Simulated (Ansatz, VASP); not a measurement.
Two plane-wave programs on Sn

File INCAR:

```
PREC = Accurate
ENCUT = 520
EDIFF = 1E-6
ISMEAR = -1
SIGMA = 0.1
LREAL = F
LASPH = T
NELM = 80
ALGO = Normal
ISIF = 2
LWAVE = F
LCHARG = F
GGA = PE
NBANDS = 21
```

File KPOINTS:

```
Automatic mesh
0
Gamma
  5 5 5
```

Contents of POSCAR:

```
Sn
1.0
    0.0000000000      3.2333400000      3.2333400000
    3.2333400000      0.0000000000      3.2333400000
    3.2333400000      3.2333400000      0.0000000000
Sn
2
Direct
    0.0000000000      0.0000000000      0.0100000000
    0.2500000000      0.2500000000      0.2500000000
```

Input for Ansatz:

```yaml
crystal:
  lattice:
    - [0.0, 3.23334, 3.23334]
    - [3.23334, 0.0, 3.23334]
    - [3.23334, 3.23334, 0.0]
  atoms:
    - { symbol: Sn, position: [0.0, 0.0, 0.01] }
    - { symbol: Sn, position: [0.25, 0.25, 0.25] }
basis:
  ecutwfc: 462.593566181796
kpoints:
  mp_grid:
    grid: [5, 5, 5]
    shift: [0.0, 0.0, 0.0]
hamiltonian:
  xc: pbe
scf:
  occupations:
    method: fermi_dirac
    width: 0.1
output:
  forces: true
```

This isn't the form of Sn at room conditions, which is tetragonal (white tin).

Alike in both runs: task single point; functional PBE; k mesh 5 × 5 × 5; occupations fermi-dirac, width 0.1 eV; no spin polarisation.

|  | VASP | Ansatz |
| --- | --- | --- |
| version | VASP 6.6.1 | Ansatz 0.2.0 |
| potentials or method | VASP PAW PBE potentials, release 64 (Sn_d) | plane waves, PAW |
| plane-wave cutoff (eV) | 520 | 463 |
| valence electrons in the cell | 28 | 28 |

```tsv
	VASP	Ansatz	Ansatz less VASP
rms of the force components (eV/Å)	0.211	0.211	+0.0003
```

Atom by atom the forces differ by 0.000 eV/Å (rms over components).
